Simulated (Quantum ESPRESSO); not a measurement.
## TaN in Quantum ESPRESSO: convergence with k mesh

TaN:

```
Ta N
1.0
     2.93800    0.00000    0.00000
    -1.46900    2.54438    0.00000
     0.00000    0.00000    2.88300
Ta N
1 1
Direct
  0.33333 0.66667 0.50000
  0.00000 0.00000 0.00000
```

- Program: Quantum ESPRESSO 7.5
- Task: single point
- Functional: PBEsol
- Potentials or basis: PseudoDojo 0.4 SR PBEsol stringent
- Cutoff: 1796 eV
- Density cutoff: 7184 eV
- k mesh: 2 × 2 × 1
- Occupations: cold, width 0.136 eV
- Spin: no spin polarisation

These are the settings of the first run; the series varies k mesh, with any setting tied to it.

Hardware: 1 thread of Arm Neoverse V2, on a shared host.

Task: The values tried are 2 × 2 × 1, 3 × 3 × 3, 4 × 4 × 4, 6 × 6 × 5, 8 × 8 × 7, 9 × 9 × 8, 10 × 10 × 9, 12 × 12 × 11, 14 × 14 × 13, loosest first. From which on does the pressure stay within 0.1 GPa of the tightest run that finished?

Result: From 6 × 6 × 5 on.

| k mesh | energy less the tightest run, at zero smearing (meV/atom) | pressure (GPa) | gap on the mesh (eV) | SCF cycles | CPU time (s) | peak memory (GiB) |
| --- | --- | --- | --- | --- | --- | --- |
| 2 × 2 × 1 | 20.76 | -12.51 | 4.860 | 9 | 3 | 0.07 |
| 3 × 3 × 3 | 163.73 | -2.04 | 0.000 | 9 | 7.4 | 0.08 |
| 4 × 4 × 4 | 34.77 | -4.70 | 0.000 | 9 | 14 | 0.09 |
| 6 × 6 × 5 | -2.58 | -5.56 | 0.000 | 9 | 24 | 0.1 |
| 8 × 8 × 7 | 0.55 | -5.49 | 0.000 | 9 | 45 | 0.12 |
| 9 × 9 × 8 | -0.24 | -5.50 | 0.000 | 9 | 67 | 0.15 |
| 10 × 10 × 9 | -0.19 | -5.50 | 0.000 | 9 | 78 | 0.16 |
| 12 × 12 × 11 | 0.00 | -5.49 | 0.000 | 9 | 120 | 0.22 |
| 14 × 14 × 13 | 0.00 | -5.49 | 0.000 | 9 | 180 | 0.3 |

Against the tightest run, the energy stays within 1 meV/atom from 8 × 8 × 7 on; the gap on the mesh stays within 0.01 eV from 3 × 3 × 3 on. Meshes of other sizes hit other points, so gaps and Fermi surfaces needn't settle smoothly. The tightest run that finished is the yardstick and may itself not be fully converged.

Spin-orbit coupling is left out, which matters for the levels of Ta.
